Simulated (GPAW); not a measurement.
Runs of GPAW 26.7.0 on Hf. The structure is hexagonal, space group P6_3/mmc (No. 194). The conventional cell has a = 3.197 Å, b = 3.197 Å, c = 5.058 Å, α = 90.00°, β = 90.00°, γ = 120.00°. Hf (site symmetry -6m2) has 12 Hf at 3.13 to 3.20 Å as nearest neighbours. 

| task | level | potentials or basis | cell | k mesh | optimizer | fmax | max steps | convergence | gap on the mesh (eV) | pressure (GPa) | relaxed volume (Å³/atom) |
| --- | --- | --- | --- | --- | --- | --- | --- | --- | --- | --- | --- |
| relaxation of cell and atoms | PBEsol | PAW data sets generated in the run's folder for this functional, pw | relaxed | 8 × 8 × 5 | BFGS | 0.02 eV/Å | 60 | density=1e-05 forces=0.0001 | none | 0.1 | 21.72 |
| relaxation of cell and atoms | PBEsol+D3 | PAW data sets generated in the run's folder for this functional, pw | relaxed | 8 × 8 × 5 | BFGS | 0.02 eV/Å | 60 | density=1e-05 forces=0.0001 | none | 0.0 | (b) |
| relaxation of cell and atoms | PBEsol+D3(BJ) | PAW data sets generated in the run's folder for this functional, pw | relaxed | 8 × 8 × 5 | BFGS | 0.02 eV/Å | 60 | density=1e-05 forces=0.0001 | none | 0.0 | 21.01 |
| relaxation of cell and atoms | PBEsol+D3(BJ)+ATM | PAW data sets generated in the run's folder for this functional, pw | relaxed | 8 × 8 × 5 | BFGS | 0.02 eV/Å | 60 | density=1e-05 forces=0.0001 | none | 0.0 | 21.11 |
| relaxation of cell and atoms | PBEsol+D4 | PAW data sets generated in the run's folder for this functional, pw | relaxed | 8 × 8 × 5 | BFGS | 0.02 eV/Å | 60 | density=1e-05 forces=0.0001 | none | 0.1 | (a) |

Alike in all rows: no spin polarisation; cutoff (eV) 600; smearing fermi-dirac 0.05 eV.

Task: Fill in the values left out.

Result: (a) 21.55; (b) 21.14.

Caveats: later steps reuse the first step's grids; pairwise dispersion overbinds metals, which lowers pressure and volume (some runs).

A k mesh can miss the band edges, and the runs leave out spin-orbit coupling on Hf.

A gap of «none» marks a metal or a gap under the smearing width.
